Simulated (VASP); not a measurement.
Here is a VASP 6.6.1 calculation.

The input run.py:

```python
from ase.calculators.vasp import Vasp
from ase.io import read
from ase.optimize import BFGS

atoms = read('POSCAR')
calc = Vasp(
    directory='calc',
    xc='r2scan',
    pp='PBE',
    setups='recommended',
    prec='Accurate',
    encut=520,
    ediff=1e-06,
    ismear=0,
    sigma=0.05,
    lreal=False,
    lasph=True,
    nelm=80,
    algo='Normal',
    isif=2,
    lwave=False,
    lcharg=False,
    lmixtau=True,
    kpts=[8, 8, 8],
    gamma=True,
)
atoms.calc = calc
opt = BFGS(atoms, trajectory='relax.traj')
converged = opt.run(fmax=0.01, steps=40)
print('converged:', converged)

print('energy (eV):', atoms.get_potential_energy())
print('free energy (eV):', atoms.get_potential_energy(force_consistent=True))
print('forces (eV/A):')
print(atoms.get_forces())
print('stress (eV/A^3, Voigt):', atoms.get_stress())
print('Fermi level (eV):', calc.get_fermi_level())
print('cell (A, degrees):', atoms.cell.cellpar())
print('volume (A^3):', atoms.get_volume())
print('scaled positions:')
print(atoms.get_scaled_positions())
```

Contents of POSCAR:

```
Si
1.0
    0.0000000000      2.7218511865      2.7218511865
    2.7218511865      0.0000000000      2.7218511865
    2.7218511865      2.7218511865      0.0000000000
Si
2
Direct
    0.5012310000      0.5090460000      0.4941790000
    0.7504640000      0.7489430000      0.7401240000
```

Potentials or basis: VASP PAW PBE potentials, release 64 (Si).

The run is started by

```sh
$ python run.py
```

(1) What does it give for the band gap on the k mesh?

(2) What does it give for the energy gained by relaxing?

Results:

(1) 0.82 eV, indirect (least direct gap 2.75 eV).

(2) 9.0 meV/atom.

Caveat: the PAW data sets were made with another functional, which shifts forces and pressure a little.
